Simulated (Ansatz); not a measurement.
# Sn (I4_1/amd) in Ansatz: a series of runs

One crystal, Sn, is run at these levels: PBEsol; tasks: single point.

All numbers are computed with Ansatz 0.2.0; they aren't measurements. Logs are shortened: lines on timing, memory, paths and dates and some standing lists are left out, and cuts for length are marked.

## 1. The structure

The structure is tetragonal, space group I4_1/amd (No. 141). Conventional cell: a = 4.390 Å, b = 4.390 Å, c = 6.467 Å, α = 90.00°, β = 90.00°, γ = 90.00°. Around Sn (site symmetry -4m2) lie 4 Sn at 2.73 Å.

## 2. Single point, PBEsol, 31.15 Å³/atom

The input, input.yaml:

```yaml
crystal:
  lattice:
    - [0.0, 3.104009088, 3.2333428]
    - [3.104009088, 0.0, 3.2333428]
    - [3.104009088, 3.104009088, 0.0]
  atoms:
    - { symbol: Sn, position: [0.75, 0.75, 0.75] }
    - { symbol: Sn, position: [0.5, 0.5, 0.5] }
hamiltonian:
  xc: pbesol
  pseudopotentials: { kind: paw }
kpoints:
  mp_grid: { grid: [6, 6, 6] }
scf:
  occupations: { method: fermi_dirac, width: 0.05 }
output:
  forces: true
  stress: true
  eigenvalues: true
  write_density: true
  write_potential: true
  elf: true
  volumetric_format: npy
```

Potentials or basis: Ansatz PAW.

Started as:

```
$ ansatz run input.yaml --threads 2 --pin off --max-ram 5632MiB --backend cpu --events-out ev --progress --plain --runs-dir out
```

The log of the run:

```text
Warning: RAYON_NUM_THREADS=2 ignored (pool sized by the plan → 2); use --threads N
Engine: ansatz 0.2.0, aarch64-unknown-linux-gnu
Pseudopotentials: kind: paw
Pseudopotential: Sn, paw, valence charge 14, recommended cutoff 420 eV (normal), Sn.paw.azcp
Functional definition: PBEsol
  exchange = pbesol_x
  correlation = pbesol_c
Crystal: 2 atoms, lattice volume = 62.306 Å³
Basis set: ecut = 420 eV, 1227 PW (Γ), exchange–correlation on 60×60×60 points (8 copies of the dense FFT grid, shifted against one another)
Bands: 18, of which v1, the nominal top of the filled ones, is band 14 counted from 1 (13 counted from 0)
Symmetry: 16 space group operations
Space group: I41/amd (ITA 141), of the structure as read, at distance tolerance 4.0e-5 Å
k-points: 30 of 216
Non-local potential: Sn, projectors of the file, l = 0: 2, l = 1: 2, l = 2: 2, l = 3: 2
PAW form: soft (Blöchl's): semilocal exchange-correlation on the pseudo side does not see the compensation charge
PAW frozen core: Sn, regenerated for the run's functional, and the local potential with it (the file was generated under x = pbe(κ = 0.804, μ = 0.2195149727645171), c = pbe(β = 0.06672455060314922))
PAW one-centre angular grid: Sn, 590 points (default); XC on 64 Gauss nodes
Initial density: superposition of atomic densities (neutral atoms: chi_scale 0, normalization atom), corrected by the library's trained network
Initial wavefunctions: pseudopotential atomic-orbital guess
Functional: x = pbesol(κ = 0.804, μ = 0.12345679012345678), c = pbesol(β = 0.046)
SCF iter   1: F=—  HF=-11899.329983 eV  |F-HF|=—  |Δ(HF+E_count)|=         —  Δρ=2.37e-3  dr2=1.89e-3  ethr=1.77e-3  ⟨swp⟩=5.9  Hψ=2902  notcnv=0
preconditioner: auto → none  [insulator: Δε(μ)=0.143 eV  Ē_g=20.384 eV  σ=0.050 eV  W_gap=0.60  n_scr=14 (ndim 8)  ℏωp=24.9 eV  f_vac=0.065  D(μ)=0.20/eV (n_scr^D=0)  ε∞_Penn≈2.5]
SCF iter   2: F=—  HF=-11899.327841 eV  |F-HF|=—  |Δ(HF+E_count)|=   2.14e-3  Δρ=8.37e-4  dr2=1.82e-4  ethr=6.76e-6  ⟨swp⟩=2.1  Hψ=1229  notcnv=0
SCF iter   3: F=—  HF=-11899.327898 eV  |F-HF|=—  |Δ(HF+E_count)|=   5.78e-5  Δρ=1.47e-4  dr2=1.01e-5  ethr=6.49e-7  ⟨swp⟩=2.0  Hψ=960  notcnv=0
SCF iter   4: F=—  HF=-11899.327908 eV  |F-HF|=—  |Δ(HF+E_count)|=   9.42e-6  Δρ=8.86e-5  dr2=3.04e-6  ethr=3.62e-8  ⟨swp⟩=2.0  Hψ=962  notcnv=0
iter 5 did not close the SCF: its close was put off for the readings that it lacked (scf_convergence_deferred on its scf_iter line)
SCF iter   5: F=-11899.327907 eV  HF=-11899.327907 eV  |F-HF|=3.71e-10  |Δ(HF+E_count)|=   1.00e-6  Δρ=8.26e-6  dr2=2.68e-8  ethr=1.09e-8  ⟨swp⟩=2.0  Hψ=960  notcnv=0
SCF iter   6: F=-11899.327907 eV  HF=-11899.327907 eV  |F-HF|=7.26e-10  |Δ(HF+E_count)|=   9.67e-9  Δρ=1.62e-6  dr2=1.13e-9  ethr=9.58e-11  ⟨swp⟩=6.4  Hψ=3326  notcnv=0
SCF 1 converged in 6 iterations: F = -11899.327907 eV  dr2 = 1.13e-9
SCF converged after 6 iterations
Free energy (F): -11899.327907 eV
Harris-Foulkes:  -11899.327907 eV  (|F-HF|=7.26e-10)
Internal energy: -11899.326209 eV  (E = F + TS)
E sigma→0 (E₀):  -11899.327058 eV
Entropy (-TS):   -0.001698 eV (-0.849 meV/atom)
Fermi energy:    8.965630 eV
--- Per-component energies (eV) ---
  E_band       = -221.968298
  E_kinetic    = 378.547947
  E_local      = -2188.174629  (includes V_loc(G=0)·N_el)
  E_nonlocal   = -59.957543
  E_hartree    = 1278.925932
  E_xc         = -758.706037
  E_vxc        = -194.523041  (∫ρ·V_xc dr)
  E_paw        = -8134.033900  (= ΣΔE_a)
  E_vpaw       = -715.715027  (= ΣTr[D̂ρ^β])
  E_aug_tail   = -0.000001  (compensation charges beyond the density's cutoff)
  E_ewald      = -2416.497657
  E_core_change = 0.569680  (= ΣΔE_core)
  E_smearing   = -0.001698  (= −TS)
  E_closure    = -0.000000  (closes the sum)
  Σ components = -11899.327907   (vs F -11899.327907, Δ=0.00e0)
--- Forces (eV/Å), atoms counted from 1 ---
  atom   1  Sn     0.00000000    -0.00000000    -0.00000000
  atom   2  Sn    -0.00000000    -0.00000000     0.00000000
  max |Σ_I F_I| component: 1.39e-17 eV/Å
--- Stress (GPa, compression-positive) ---
        6.826306       0.000000      -0.000000
        0.000000       6.826306      -0.000000
       -0.000000      -0.000000       5.562796
  P = ⅓ Tr σ = 6.4051 GPa (64.051 kbar)
--- Band table (eV; the first three rows and the last of 30) ---
  k-point 0: bands = ["-12.9294", "-12.9294", "-12.9061", "-12.8534", "-12.8406", "-12.4707", "-12.4439", "-12.4439", "-12.4375", "-12.4239", "-2.3680", "8.8021", "8.8696", "9.1067", "9.1067", "11.0200", "11.0200", "11.1835"]
  k-point 1: bands = ["-12.9506", "-12.9368", "-12.9132", "-12.8192", "-12.8114", "-12.4936", "-12.4871", "-12.4571", "-12.4056", "-12.3986", "-2.0736", "6.1242", "8.3806", "8.6103", "9.6711", "11.6797", "11.7023", "12.5327"]
  k-point 2: bands = ["-12.9726", "-12.9518", "-12.8994", "-12.7813", "-12.7770", "-12.5195", "-12.5173", "-12.4777", "-12.3918", "-12.3732", "-1.2563", "3.5385", "7.7279", "8.0261", "9.2054", "12.1100", "12.2505", "14.6212"]
  k-point 29: bands = ["-13.0009", "-13.0009", "-12.8357", "-12.8357", "-12.6373", "-12.6373", "-12.5127", "-12.5127", "-12.3359", "-12.3359", "0.9322", "0.9322", "6.2944", "6.2944", "9.7451", "9.7451", "17.1931", "17.1931"]
```

Wall time 1.5 s (2 threads of Arm Neoverse V1, shared host); peak memory 0.32 GiB.

Results:

```yaml
Free_energy: -11899.3279 eV
Pressure: 6.4 GPa
Band_gap_on_the_k_mesh: none (metal or under the smearing width)
```

Caveat: the PAW data sets come from PBE, with cores solved anew for the run's functional, which leaves a small shift of forces and pressure.

## 3. Single point, PBEsol, 32.46 Å³/atom

Changes to input.yaml since step 2:

```diff
@@ -2,5 +2,5 @@
   lattice:
-    - [0.0, 3.104009088, 3.2333428]
-    - [3.104009088, 0.0, 3.2333428]
-    - [3.104009088, 3.104009088, 0.0]
+    - [0.0, 3.168675944, 3.2333428]
+    - [3.168675944, 0.0, 3.2333428]
+    - [3.168675944, 3.168675944, 0.0]
   atoms:
```

Potentials or basis: Ansatz PAW.

Started as:

```
$ ansatz run input.yaml --threads 2 --pin off --max-ram 5632MiB --backend cpu --events-out ev --progress --plain --runs-dir out
```

It took 1.7 s on 2 threads of Arm Neoverse V1, shared host; peak memory 0.33 GiB.

Results (log left out):

```yaml
Free_energy: -11899.4156 eV
Pressure: 3.8 GPa
Band_gap_on_the_k_mesh: none (metal or under the smearing width)
```

Caveat: the PAW data sets come from PBE, with cores solved anew for the run's functional, which leaves a small shift of forces and pressure.
